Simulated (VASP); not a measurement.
The system is Mg3Sb2.

```
Mg Sb
1.0
     4.58200    0.00000    0.00000
    -2.29100    3.96813    0.00000
     0.00000    0.00000    7.24400
Mg Sb
3 2
Direct
  0.33333 0.66667 0.63000
  0.66667 0.33333 0.37000
  0.00000 0.00000 0.00000
  0.33333 0.66667 0.23500
  0.66667 0.33333 0.76500
```

* Program: VASP 6.6.1
* Task: relaxation of cell and atoms
* Functional: PBE
* Potentials or basis: VASP PAW PBE potentials, release 64 (Mg, Sb)
* Cutoff: 600 eV
* k mesh: 9 × 9 × 5
* Occupations: gaussian, width 0.03 eV
* Spin: no spin polarisation

At the start: pressure 1.0 GPa; volume 26.34 Å³/atom.

Question: Where does the relaxation end?

Answer: Over 10 steps the energy falls by 7.9 meV/atom and the volume is 26.61 Å³/atom (+1.0 %); space group P-3m1 (No. 164, to 0.05 Å).

The path:
```tsv
step	energy change (eV)	largest force (eV/Å)	pressure (GPa)	volume (Å³)
1	0.0000	0.4968	0.96	131.71
2	-0.0267	0.2429	-0.25	134.73
3	-0.0276	0.1917	-0.50	135.42
4	-0.0349	0.1233	-0.24	134.31
5	-0.0381	0.0390	0.10	132.99
6	-0.0393	0.0109	0.00	133.15
7	-0.0395	0.0054	-0.05	133.24
8	-0.0395	0.0059	-0.05	133.23
9	-0.0395	0.0062	-0.04	133.22
10	-0.0395	0.0033	0.02	133.04
```

Final structure:
```
Mg Sb
1.0
     4.59563    0.00000    0.00000
    -2.29782    3.97994    0.00000
     0.00000    0.00000    7.27374
Mg Sb
3 2
Cartesian
  0.0000 2.6533 4.5977
  2.2978 1.3266 2.6761
  2.2978 3.9799 0.0000
  0.0000 2.6533 1.6399
  2.2978 1.3266 5.6339
```
